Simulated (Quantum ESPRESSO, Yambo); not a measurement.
An input for Yambo 5.3.0 (CdS (Hawleyite)):

```
optics
bss
bse
em1s
dipoles
rim_cut
RandQpts= 1000000
RandGvec= 1 RL
Chimod= "HARTREE"
BSKmod= "SEX"
BSEmod= "resonant"
BSSmod= "h"
BSENGexx= 30 Ry
BSENGBlk= 4 Ry
% BSEQptR
 1 | 1 |
%
% BSEBands
 11 | 18 |
%
% BEnRange
 0 | 5 | eV
%
% BDmRange
 0.1 | 0.1 | eV
%
BEnSteps= 101
% BLongDir
 1 | 0 | 0 |
%
% BndsRnXs
 1 | 41 |
%
NGsBlkXs= 4 Ry
% LongDrXs
 1 | 1 | 1 |
%
% KfnQP_E
 0.981 | 1.0 | 1.0 |
%
BSHayTrs= -0.02
```

```sh
OMP_NUM_THREADS=1 mpirun -n 8 yambo -F bse12.in -J bse12 -C bse12 > bse12.log
```

The stored states that it reads are on a 6×6×6 mesh. The structure is cubic, space group F-43m (No. 216). The conventional cell has a = 5.833 Å, b = 5.833 Å, c = 5.833 Å, α = 90.00°, β = 90.00°, γ = 90.00°. Cd has 4 S at 2.53 Å nearest. Nearest to S lie 4 Cd at 2.53 Å. Farther neighbours and most contacts between anions are not listed.

Q: How long will it take on 8 MPI ranks of Arm Neoverse V1, shared host, and how much memory?

It took 73 s; on shared hardware allow 37 s to 2.4 min. Peak host memory was 2.8 GiB.

The kernel grows as the square of the matrix size, and full diagonalisation as its cube.

[Paths, hosts, dates, memory and timing lines, banners, echoed tables and standing remarks are left out of the program output.]

[Logs are printed without paths, hosts, clocks, repeated set-up lines and the standing remarks that a program may print on its own settings, such as how far it seeks lower states.]

[Runs of the session that timed out or met a known fault of the program may be left out.]

[Hosts, paths, dates, database ids (printed as entryN), source tags and the programs' standing remarks are cut or masked in the printed files.]
